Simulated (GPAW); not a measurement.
TaN:

```xyz
2
Lattice="0.0000 2.1790 2.1790 2.1790 0.0000 2.1790 2.1790 2.1790 0.0000" Properties=species:S:1:pos:R:3 pbc="T T T"
Ta    2.1790    2.1790    2.1790
N     0.0000    0.0000    0.0000
```

Alike in all runs: program GPAW 26.7.0; functional PBE; potentials or basis GPAW PAW data sets (gpaw-data 1.2.1); cutoff 800 eV; basis pw; k mesh 7 × 7 × 7; occupations gaussian, width 0.05 eV.

Starts and where they ended:

```csv
start,free energy over the lowest (meV/atom),net moment (μB),site or absolute moments (μB),gap
"collinear spin, ferromagnetic start of up to 0.5 μB",0.0,0.00,-,none (metal or under the smearing width)
"collinear spin, random start of up to 0.17 μB",0.0,0.00,-,none (metal or under the smearing width)
"collinear spin, ferromagnetic start of up to 3 μB; fixed moment 3",2775.8,3.00,Ta +1.66; N +0.31,-
```

Runs with fixed or held moments lie higher by the price of the constraint. A still lower state may exist.

Caveats: the cell is far from rest, so the order of the states can change on relaxing; the total moment is fixed, so each spin has its own Fermi level (some runs).
